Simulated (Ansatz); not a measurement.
HgTe: energy above given cell and pressure against volume ratio

Results calculated with Ansatz 0.2.0, not measured. Plane-wave density functional theory, PAW datasets, Gaussian smearing 0.05 eV: equation of state, the given cell scaled in volume with shape and atoms relaxed at each volume.

The cell before it is scaled or strained (space group F-43m, No. 216):
```
CELL_PARAMETERS angstrom
0.00000 3.32420 3.32420
3.32420 0.00000 3.32420
3.32420 3.32420 0.00000
ATOMIC_POSITIONS crystal
Hg 0.00000 0.00000 0.00000
Te 0.25000 0.25000 0.25000
```

Settings of every row: paw set soft_2; functional PBE; spin treatment none; moment partition spheres; spin axis none; wave cutoff 420 eV; k mesh 10x10x10; symmetry use detected.

Atom hubbard u: 0 on all atoms.

Limits: no spin-orbit coupling, which can matter with elements this heavy.

```csv
row,volume ratio,V (Å³/atom),energy above given cell (meV per atom),pressure (GPa)
1,0.945,34.714,13.86,2.289
2,0.96,35.265,7.19,1.597
3,0.98,35.999,1.81,0.769
4,1,36.734,0,0.036
5,1.02,37.469,1.35,-0.611
6,1.04,38.203,5.48,-1.182
7,1.07,39.305,16.21,-1.915
8,1.1,40.407,?,?
```

Question: what energy above given cell and pressure should row 8 give?

Worked fit of energy above given cell. Take u = (V_r/V)^(2/3) − 1 with V_r = 36.734 Å³ an atom, which is twice the finite (Eulerian) strain; such expansions in the strain, on which the Birch-Murnaghan equation of state is built, carry the rest volume and the bulk modulus. The shown rows have u = 0.03843, 0.02758, 0.01357, 0, -0.01312, -0.0258, -0.0441. Least squares give energy above given cell = −0.001 + 12.37 × u + 8854.9 × u² + 5426 × u³ meV per atom; a parabola predicts inner rows, each left out in turn, worse (root mean square 0.11 against 0.0018 meV per atom). All shown rows lie on it to the printed digit. Its lowest point lies at u = -0.0007, or V = 36.77 Å³ an atom, and the curvature there gives the bulk modulus with shape and atoms relaxed, B = (4/9)(1 + u)² E″(u)/V = 34.2 GPa. The withheld row has u = -0.06156, so the fit gives −0.001 + 12.37 × (-0.06156) + 8854.9 × (-0.06156)² + 5426 × (-0.06156)³ = 31.53 meV per atom.

The calculation gave 31.54 meV per atom. The fit lies 0.01 meV per atom (0.032 % of the column's range) below it, one unit of the last digit. This row lies beyond the range of the fit.

Worked fit of pressure. Take u = (V_r/V)^(2/3) − 1 with V_r = 36.734 Å³ an atom, which is twice the finite (Eulerian) strain; such expansions in the strain, on which the Birch-Murnaghan equation of state is built, carry the rest volume and the bulk modulus. The shown rows have u = 0.03843, 0.02758, 0.01357, 0, -0.01312, -0.0258, -0.0441. Least squares give pressure = 0.0361 + 51.607 × u + 175.35 × u² + 189.7 × u³ GPa; a parabola predicts inner rows, each left out in turn, worse (root mean square 0.0037 against 0.0003 GPa). All shown rows lie on it to the printed digit. The pressure vanishes at u = -0.0007, or V = 36.77 Å³ an atom, and there the bulk modulus with shape and atoms relaxed is B = −V dP/dV = (2/3)(1 + u) dP/du = 34.2 GPa. The withheld row has u = -0.06156, so the fit gives 0.0361 + 51.607 × (-0.06156) + 175.35 × (-0.06156)² + 189.7 × (-0.06156)³ = -2.521 GPa.

The calculation gave -2.521 GPa. The fit meets it to the printed digit. This row lies beyond the range of the fit.
